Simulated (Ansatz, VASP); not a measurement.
Al in VASP and in Ansatz

INCAR

```
PREC = Accurate
ENCUT = 520
EDIFF = 1E-6
ISMEAR = -1
SIGMA = 0.05
LREAL = False
LASPH = True
NELM = 60
ALGO = Fast
ISIF = 2
LWAVE = False
LCHARG = False
GGA = PS
NBANDS = 8
```

KPOINTS

```
regular mesh
0
Gamma
  6 6 6
```

POSCAR

```
Al
1.0
    0.0000000000      2.0248050000      2.0248050000
    2.0248050000      0.0000000000      2.0248050000
    2.0248050000      2.0248050000      0.0000000000
Al
1
Direct
    0.0000000000      0.0000000000      0.0000000000
```

Contents of input.yaml:

```yaml
crystal:
  lattice:
    - [0.0, 2.024805, 2.024805]
    - [2.024805, 0.0, 2.024805]
    - [2.024805, 2.024805, 0.0]
  atoms:
    - { symbol: Al, position: [0.0, 0.0, 0.0] }
hamiltonian:
  xc: pbesol
  pseudopotentials: { kind: paw }
kpoints:
  mp_grid: { grid: [6, 6, 6] }
scf:
  occupations: { method: fermi_dirac, width: 0.05 }
  n_extra_bands: 6
output:
  forces: true
  stress: true
  eigenvalues: true
  dos: { projected: true, de: 0.05, nscf_kmesh: { grid: [9, 9, 9] } }
```

Alike in both runs: functional PBEsol; k mesh 6 × 6 × 6; occupations fermi-dirac, width 0.05 eV; no spin polarisation.

|  | VASP | Ansatz |
| --- | --- | --- |
| version | VASP 6.6.1 | Ansatz 0.2.0 |
| potentials or method | VASP PAW PBE potentials, release 64 (Al) | Ansatz PAW |
| plane-wave cutoff (eV) | 520 | 420 |
| valence electrons in the cell | 3 | 3 |
| task | single point | projected density of states |

```csv
,VASP,Ansatz,Ansatz less VASP
gap on the k mesh at the Fermi level (eV),none,none,-
pressure (GPa),-1.5,-1.5,-0.05
```

A gap of «none» marks a metal or a gap that the smearing closes.

Caveats: the k mesh is coarse (spacing up to 0.45 Å⁻¹), so the values aren't converged; the PAW data sets were made with another functional, which shifts forces and pressure a little (VASP); the PAW data sets come from PBE, with cores solved anew for the run's functional, which leaves a small shift of forces and pressure (Ansatz); the density of states is complete only up to the lowest level of the last band computed (Ansatz).
